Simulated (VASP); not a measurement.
# VASP 6.6.1 run: GaAs

INCAR

```
ISIF = 2
IVDW = 10
NSW = 0
LASPH = .TRUE.
LREAL = Auto
ENCUT = 520
LCHARG = .FALSE.
EDIFF = 1E-7
ISMEAR = -1
LWAVE = .FALSE.
NELM = 94
GGA = PE
NBANDS = 16
IBRION = -1
SIGMA = 0.02
PREC = Accurate
```

KPOINTS

```
KPOINTS created by Atomic Simulation Environment
0
Gamma
8 8 8
0 0 0
```

POSCAR

```
Ga As
 1.0000000000000000
     0.0000000000000000    2.9464084992999999    2.7338352897000000
     2.9464084992999999    0.0000000000000000    2.7338352897000000
     2.9464084992999999    2.9464084992999999    0.0000000000000000
 Ga  As
   1   1
Cartesian
  0.0000000000000000  0.0000000000000000  0.0000000000000000
  1.4732042496500000  1.4732042496500000  1.3669176448499998
```

The recommended PBE PAW datasets give the neutral cell 18 valence electrons.

Command

```
mpirun -np 1 vasp_std
```

Q: Predict the outcome of this run.

A: It converged. Results: gap between bands v and c on the k mesh 0.12 eV; least direct gap on the k mesh 0.12 eV; pressure -3.6 GPa. Band v is the last that the valence electrons fill when counted band by band, and c is the next.

OSZICAR

```
N       E                     dE             d eps       ncg     rms          rms(c)
DAV:   1     0.808162908525E+02    0.80816E+02   -0.89535E+03  1960   0.153E+03
DAV:   2    -0.206065063157E+01   -0.82877E+02   -0.79316E+02  2128   0.298E+02
DAV:   3    -0.829934956615E+01   -0.62387E+01   -0.62182E+01  2360   0.648E+01
DAV:   4    -0.839422047233E+01   -0.94871E-01   -0.94861E-01  2288   0.891E+00
DAV:   5    -0.839559656549E+01   -0.13761E-02   -0.13761E-02  2448   0.950E-01    0.275E+00
DAV:   6    -0.825901735123E+01    0.13658E+00   -0.21756E-01  2856   0.755E+00    0.165E+00
DAV:   7    -0.824217078739E+01    0.16847E-01   -0.57091E-02  2280   0.166E+00    0.560E-01
DAV:   8    -0.824295287514E+01   -0.78209E-03   -0.95526E-03  2344   0.106E+00    0.947E-02
DAV:   9    -0.824334382588E+01   -0.39095E-03   -0.89839E-04  2344   0.353E-01    0.514E-02
DAV:  10    -0.824341028937E+01   -0.66463E-04   -0.66680E-05  2600   0.776E-02    0.279E-02
DAV:  11    -0.824346114129E+01   -0.50852E-04   -0.73271E-05  2144   0.623E-02    0.337E-03
DAV:  12    -0.824346144733E+01   -0.30604E-06   -0.11215E-06  2464   0.139E-02    0.153E-03
DAV:  13    -0.824346182911E+01   -0.38178E-06   -0.51097E-07  2312   0.518E-03    0.615E-04
DAV:  14    -0.824346182565E+01    0.34547E-08   -0.88846E-09  1832   0.927E-04
   1 F= -.88544209E+01 E0= -.88544071E+01  d E =-.275314E-04
```

For comparison, a separate PBE run of the intended cell, on usual settings and not on those above, gives a gap of 0.12 eV on its mesh and a pressure of 0.1 GPa.
